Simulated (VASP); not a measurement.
## A VASP 6.6.1 relaxation on GaP

INCAR

```
LCHARG = .FALSE.
EDIFF = 1E-8
IBRION = 2
NELM = 120
SIGMA = 0.02
ISMEAR = -1
ISIF = 3
GGA = 91
ENCUT = 600
LWAVE = .FALSE.
LASPH = .TRUE.
NSW = 40
PREC = Accurate
NBANDS = 16
EDIFFG = -0.01
LREAL = .FALSE.
```

KPOINTS

```
KPOINTS created by Atomic Simulation Environment
0
Gamma
8 8 8
0 0 0
```

POSCAR

```
Ga P
 1.0000000000000000
     3.2067216877742806   -0.0000000000000000   -0.0000000000000000
     0.0000000000000000    3.2067216877742806    0.0000000000000000
    -0.0000000000000000    0.0000000000000000    3.2067216877742806
 Ga  P
   1   1
Cartesian
  0.0000000000000000 -0.0000000000000000 -0.0000000000000000
  1.6033608438871401  1.6033608438871401  1.6033608438871401
```

The recommended PBE PAW datasets give the neutral cell 18 valence electrons.

Command

```
mpirun -np 1 vasp_std
```

OSZICAR

```
N       E                     dE             d eps       ncg     rms          rms(c)
DAV:   1     0.792527009305E+02    0.79253E+02   -0.97471E+03  1192   0.191E+03
DAV:   2    -0.178901946613E+01   -0.81042E+02   -0.77345E+02  1312   0.330E+02
DAV:   3    -0.764116895246E+01   -0.58521E+01   -0.57180E+01  1424   0.641E+01
DAV:   4    -0.771861980004E+01   -0.77451E-01   -0.77433E-01  1376   0.760E+00
DAV:   5    -0.771968274175E+01   -0.10629E-02   -0.10629E-02  1464   0.843E-01    0.308E+00
DAV:   6    -0.763385301532E+01    0.85830E-01   -0.12509E-01  1552   0.717E+00    0.181E+00
DAV:   7    -0.762261862331E+01    0.11234E-01   -0.26129E-02  1696   0.151E+00    0.622E-01
DAV:   8    -0.762134228887E+01    0.12763E-02   -0.34659E-03  1416   0.786E-01    0.533E-02
DAV:   9    -0.762133383390E+01    0.84550E-05   -0.30080E-04  1616   0.264E-01    0.401E-02
DAV:  10    -0.762133492004E+01   -0.10861E-05   -0.11043E-05  1352   0.313E-02    0.379E-02
...
   2 F= -.76220161E+01 E0= -.76210366E+01  d E =-.678013E-03
       N       E                     dE             d eps       ncg     rms          rms(c)
DAV:   1    -0.762248934854E+01   -0.47325E-03   -0.57542E-03  1224   0.128E+00    0.124E-01
DAV:   2    -0.762213928753E+01    0.35006E-03   -0.56219E-04  1360   0.479E-01    0.573E-02
DAV:   3    -0.762204910940E+01    0.90178E-04   -0.94538E-05  1392   0.176E-01    0.117E-02
DAV:   4    -0.762204187069E+01    0.72387E-05   -0.73525E-06  1472   0.345E-02    0.429E-03
DAV:   5    -0.762204091566E+01    0.95503E-06   -0.96701E-07  1352   0.133E-02    0.530E-04
DAV:   6    -0.762204093805E+01   -0.22383E-07   -0.35286E-08  1264   0.197E-03    0.212E-04
DAV:   7    -0.762204093637E+01    0.16780E-08   -0.73311E-10   640   0.244E-04
   3 F= -.76220409E+01 E0= -.76210626E+01  d E =-.702842E-03
```

Standard output (part)

```
POSCAR found type information on POSCAR GaP
 POSCAR found :  2 types and       2 ions
 LDA part: xc-table for (Slater(with rela. corr.)+CA(PZ))
 , standard interpolation
 POSCAR, INCAR and KPOINTS ok, starting setup
 WAVECAR not read
 entering main loop
 curvature:   0.00 expect dE= 0.000E+00 dE for cont linesearch  0.000E+00
 search vector abs. value=  0.168E-02
 bond charge predicted
 trial-energy change:   -0.000678  1 .order   -0.000688   -0.001684    0.000308
 bond charge predicted
 curvature:  -0.42 expect dE=-0.803E-09 dE for cont linesearch -0.803E-09
 trial: gam=-0.00106 g(F)=  0.381E-64 g(S)=  0.190E-08 ort = 0.179E-05 (trialstep = 0.968E+00)
 search vector abs. value=  0.100E-09
 reached required accuracy - stopping structural energy minimisation
```

From OUTCAR

```
k-points           NKPTS =     35   k-points in BZ     NKDIM =     35   number of bands    NBANDS=     16

   NELECT =      18.0000    total number of electrons

   dimension x,y,z NGX =    28 NGY =   28 NGZ =   28
   dimension x,y,z NGXF=    56 NGYF=   56 NGZF=   56

  energy-cutoff  :      600.00
  volume of cell :       33.28
      direct lattice vectors                 reciprocal lattice vectors
     3.216650391 -0.000000000  0.000000000     0.310882402  0.000000000 -0.000000000
    -0.000000000  3.216650391 -0.000000000     0.000000000  0.310882402  0.000000000
     0.000000000 -0.000000000  3.216650391    -0.000000000  0.000000000  0.310882402

 k-points in reciprocal lattice and weights: KPOINTS created by Atomic Simulation Env
   0.00000000  0.00000000  0.00000000       0.002
   0.12500000  0.00000000  0.00000000       0.012
   0.25000000  0.00000000  0.00000000       0.012
   0.37500000  0.00000000  0.00000000       0.012
   0.50000000  0.00000000  0.00000000       0.006
   0.12500000  0.12500000  0.00000000       0.023
   0.25000000  0.12500000  0.00000000       0.047
   0.37500000  0.12500000  0.00000000       0.047
   ...

 E-fermi :   7.2456

 k-point     1 :       0.0000    0.0000    0.0000
  band No.  band energies     occupation
      1      -7.7984      2.00000
      2      -7.7984      2.00000
      3      -7.6581      2.00000
      4      -7.6581      2.00000
      5      -7.6581      2.00000
      6      -6.5105      2.00000
      7       5.9821      2.00000
      8       6.3452      2.00000
      9       6.3452      2.00000
     10       6.3452      2.00000
     11      11.6196      0.00000
     12      11.6196      0.00000
     13      17.6378      0.00000
     14      17.6378      0.00000
     15      17.6378      0.00000
     16      21.0230      0.00000

 k-point     2 :       0.1250    0.0000    0.0000
  band No.  band energies     occupation
      1      -7.7963      2.00000
      2      -7.7821      2.00000
      3      -7.6664      2.00000
      4      -7.6664      2.00000
      5      -7.6572      2.00000
      6      -6.3063      2.00000
      7       3.9638      2.00000
      8       6.5375      2.00000
      9       6.5375      2.00000
     10       7.4687      0.00003
     11      11.8042      0.00000
     12      12.9368      0.00000
     13      16.5368      0.00000
     14      16.5368      0.00000
     15      16.8663      0.00000
     16      21.1404      0.00000

 k-point     3 :       0.2500    0.0000    0.0000
  band No.  band energies     occupation
      1      -7.7911      2.00000
      2      -7.7444      2.00000
      3      -7.6865      2.00000
      4      -7.6865      2.00000
      5      -7.6549      2.00000
      6      -5.7066      2.00000
      7       1.5816      2.00000
      8       7.0835      1.99940
      9       7.0835      1.99940
     10       8.3339      0.00000
     11      12.3410      0.00000
     12      14.0096      0.00000
     13      14.5812      0.00000
     14      14.5812      0.00000
     15      17.1384      0.00000
     16      19.8667      0.00000

 ...

  Total        0.0001621      0.0001621      0.0001621      0.0000000     -0.0000000      0.0000000
  in kB        0.0078041      0.0078041      0.0078041      0.0000000     -0.0000000      0.0000000
  external PRESSURE =       0.0078041 kB  Pullay stress =       0.0000000 kB

 POSITION                                       TOTAL-FORCE (eV/Angst)
 -----------------------------------------------------------------------------------
      0.00000      0.00000      0.00000        -0.000000      0.000000      0.000000
      1.60833      1.60833      1.60833         0.000000     -0.000000      0.000000
 -----------------------------------------------------------------------------------
    total drift:                               -0.000000      0.000000     -0.000000

  FREE ENERGIE OF THE ION-ELECTRON SYSTEM (eV)
  ---------------------------------------------------
  free  energy   TOTEN  =        -7.6220409364 eV

  energy  without entropy=       -7.6200843202  energy(sigma->0) =       -7.62106263
```

```csv
ionic step,ΔE (meV/atom),volume (Å³),largest force (eV/Å),pressure (GPa),electronic steps
1,0.0,32.97,0.000,0.74,16
2,-0.3,33.34,0.000,-0.13,9
3,-0.4,33.28,0.000,0.00,7
```

It converged. Results: relaxed cell vector lengths 3.217, 3.217, 3.217 Å; relaxed cell volume 33.28 Å³.

For comparison, a separate PBEsol relaxation on usual settings, not on those above, ends at 31.52 Å³.

The run above took about 22 s on one core of a shared host (Intel Xeon 6975P-C) and held 0.17 GiB at most.
